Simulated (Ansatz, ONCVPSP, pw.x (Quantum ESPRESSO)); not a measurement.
## pw.x on fcc Ge: one setting changed

Potential: optimised norm-conserving Vanderbilt (ONCV), ONCVPSP 4.0.1, PBE; core [Ar] 3d10, reference 4s1 4p3; waves: 4s: rc 1.65 bohr, ncon 4, nbas 8, qcut 4.1 1/bohr, 2 projectors, debl 2.9 Ha; 4p: rc 2.05 bohr, ncon 3, nbas 7, qcut 4.3 1/bohr, 2 projectors, debl 1.7 Ha; d scattering state at 0.14 Ha: rc 1.90 bohr, ncon 3, nbas 7, qcut 5.5 1/bohr, 2 projectors, debl 2.3 Ha; local part: polynomial inside 1.25 bohr (lpopt 5, dvloc0 2 Ha); core correction: Teter function, fcfact 2.9, rcfact 1.05.

The reference run (k-mesh 13³, cutoffs 80/320 Ry, Fermi–Dirac 0.01 Ry, mixing_beta 0.4, conv_thr 1e-9, no spin) gives -0.46 GPa at 19.575 Å³/atom, where all-electron LAPW gives 0.01 GPa. This run, with its own iteration cap, changes k-mesh points per axis to 6.

```
&control
  calculation='scf', prefix='x', pseudo_dir='./', outdir='./tmp', tstress=.true., disk_io='none'
/
&system
  ibrav=0, nat=1, ntyp=1, ecutwfc=80, ecutrho=320, nbnd=9,
  occupations='smearing', smearing='fd', degauss=0.01
/
&electrons
  conv_thr=1e-09, mixing_beta=0.4, electron_maxstep=60
/
ATOMIC_SPECIES
Ge 1.0 Ge.UPF
CELL_PARAMETERS angstrom
  0.00000000 2.13906472 2.13906472
  2.13906472 0.00000000 2.13906472
  2.13906472 2.13906472 0.00000000
ATOMIC_POSITIONS crystal
Ge 0.0000 0.0000 0.0000
K_POINTS automatic
6 6 6 0 0 0
```

```bash
pw.x < Ge.scf.in > Ge.scf.out
```

How does the run end?

It converges in 6 iterations; the free energy moves by +130.8 meV/atom and the pressure by +1.91 GPa.

```
Message from routine setup:
     using ibrav=0 with symmetry is DISCOURAGED, use correct ibrav instead
     lattice parameter (alat)  =       5.7166  a.u.
     unit-cell volume          =     132.0986 (a.u.)^3
     number of electrons       =         4.00
     number of Kohn-Sham states=            9
     kinetic-energy cutoff     =      80.0000  Ry
     charge density cutoff     =     320.0000  Ry
     scf convergence threshold =      1.0E-09
     Exchange-correlation= PBE
     number of k points=    16  Fermi-Dirac smearing, width (Ry)=  0.0100
     iteration #  1     ecut=    80.00 Ry     beta= 0.40
     total energy              =      -8.21847521 Ry
     estimated scf accuracy    <       0.00378844 Ry
     iteration #  2     ecut=    80.00 Ry     beta= 0.40
     total energy              =      -8.21816291 Ry
     estimated scf accuracy    <       0.00113467 Ry
     iteration #  3     ecut=    80.00 Ry     beta= 0.40
     total energy              =      -8.21821379 Ry
     estimated scf accuracy    <       0.00000050 Ry
     iteration #  4     ecut=    80.00 Ry     beta= 0.40
     c_bands:  3 eigenvalues not converged
     total energy              =      -8.21821678 Ry
     estimated scf accuracy    <       0.00000004 Ry
     iteration #  5     ecut=    80.00 Ry     beta= 0.40
     c_bands:  1 eigenvalues not converged
     total energy              =      -8.21821679 Ry
     estimated scf accuracy    <          5.4E-09 Ry
     iteration #  6     ecut=    80.00 Ry     beta= 0.40
     the Fermi energy is     7.5205 ev
!    total energy              =      -8.21821679 Ry
     estimated scf accuracy    <          2.2E-10 Ry
     smearing contrib. (-TS)   =      -0.00449222 Ry
     The total energy is F=E-TS. E is the sum of the following terms:
     one-electron contribution =       3.48962215 Ry
     hartree contribution      =       0.09538971 Ry
     xc contribution           =      -2.72484727 Ry
     ewald contribution        =      -9.07388917 Ry
     convergence has been achieved in   6 iterations
          total   stress  (Ry/bohr**3)                   (kbar)     P=       14.49
     Message from routine punch:
     Nothing written, as per user request (disk_io='none')
```

The run took about 4.2 s on one core of a shared host (Intel(R) Xeon(R) Platinum 8488C, 192 threads, 744 GiB, load 117).
